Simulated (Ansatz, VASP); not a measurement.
BN: VASP beside Ansatz

```
CELL_PARAMETERS angstrom
2.63122 0.00000 0.00000
-1.31561 2.27870 0.00000
0.00000 0.00000 4.22451
ATOMIC_POSITIONS crystal
B 0.66667 0.33333 0.99981
B 0.33333 0.66667 0.49981
N 0.66667 0.33333 0.62519
N 0.33333 0.66667 0.12519
```

Change from the starting cell: strain +0.0300 x Voigt [1, 1, 0, 0, 0, 0], atoms carried along.

Alike in both runs: task single point; functional PBE; k mesh 12 × 12 × 6; occupations gaussian, width 0.05 eV; no spin polarisation.

|  | VASP | Ansatz |
| --- | --- | --- |
| version | VASP 6.6.1 | Ansatz 0.2.0 |
| potentials or method | VASP PAW PBE potentials, release 64 (B, N) | scalar-relativistic, plane waves, PAW |
| plane-wave cutoff (eV) | 520 | 420 |
| valence electrons in the cell | 16 | 16 |

VASP gave:

| Quantity | Value |
| --- | --- |
| gap on the k mesh at the Fermi level (eV) | 5.38 |
| least direct gap on the mesh (eV) | 7.72 |
| pressure (GPa) | -19.2 |
| largest component of the traceless stress (GPa) | 16.18 |
| rms of the force components (eV/Å) | 0.008 |

Task: Which values does Ansatz return?

Result: gap on the k mesh at the Fermi level (eV): 5.39; least direct gap on the mesh (eV): 7.73; pressure (GPa): -19.2; largest component of the traceless stress (GPa): 16.09; rms of the force components (eV/Å): 0.005.

Atom by atom the forces differ by 0.002 eV/Å (rms over components).

Caveats: so large a pressure means that the cell lies far from this level's equilibrium, or that cutoff or potentials fall short (VASP). A k mesh can miss the band edges.
